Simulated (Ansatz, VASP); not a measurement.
## One calculation of SnO2, two programs

```xyz
3
Lattice="0.0000 2.5335 2.5335 2.5335 0.0000 2.5335 2.5335 2.5335 0.0000" Properties=species:S:1:pos:R:3 pbc="T T T"
Sn    0.0000    0.0000    0.0000
O     1.2667    1.2667    1.2667
O     3.8002    3.8002    3.8002
```

The cell was built by a generator and needn't be a form met in nature.

Alike in both runs: task single point; functional PBE; k mesh 8 × 8 × 8; occupations fermi-dirac, width 0.02 eV; no spin polarisation.

|  | VASP | Ansatz |
| --- | --- | --- |
| version | VASP 6.6.1 | Ansatz 0.2.0 |
| potentials or method | VASP PAW PBE potentials, release 64 (Sn_d, O) | plane waves, PAW |
| plane-wave cutoff (eV) | 520 | 420 |
| valence electrons in the cell | 26 | 26 |

Ansatz gave:

```
pressure (GPa) : 9.3
```

Estimate VASP's values.

pressure (GPa): 10.0.
